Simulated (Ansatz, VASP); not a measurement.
AlRu in VASP and in Ansatz

```xyz
2
Lattice="0.0000 2.4920 2.4920 2.4920 0.0000 2.4920 2.4920 2.4920 0.0000" Properties=species:S:1:pos:R:3 pbc="T T T"
Al    0.0000    0.0000    0.0000
Ru    2.4920    2.4920    2.4920
```

Change from the starting cell: species swapped into the TePb type (Fm-3m, No. 225).

Alike in both runs: task single point; functional PBE; k mesh 6 × 6 × 6; occupations gaussian, width 0.1 eV; no spin polarisation.

```csv
,VASP,Ansatz
version,VASP 6.6.1,Ansatz 0.2.0
potentials or method,"VASP PAW PBE potentials, release 64 (Al, Ru_pv)","scalar-relativistic, plane waves, PAW"
plane-wave cutoff (eV),520,420
valence electrons in the cell,17,19
```

|  | VASP | Ansatz | Ansatz less VASP |
| --- | --- | --- | --- |
| gap on the k mesh at the Fermi level (eV) | none | none | - |
| pressure (GPa) | 0.2 | 0.1 | -0.03 |

A gap of «none» marks a metal or a gap that the smearing closes. The two sets of potentials don't hold the same shells in valence.

Caveats: the k mesh is coarse (spacing up to 0.36 Å⁻¹), so the values aren't converged.
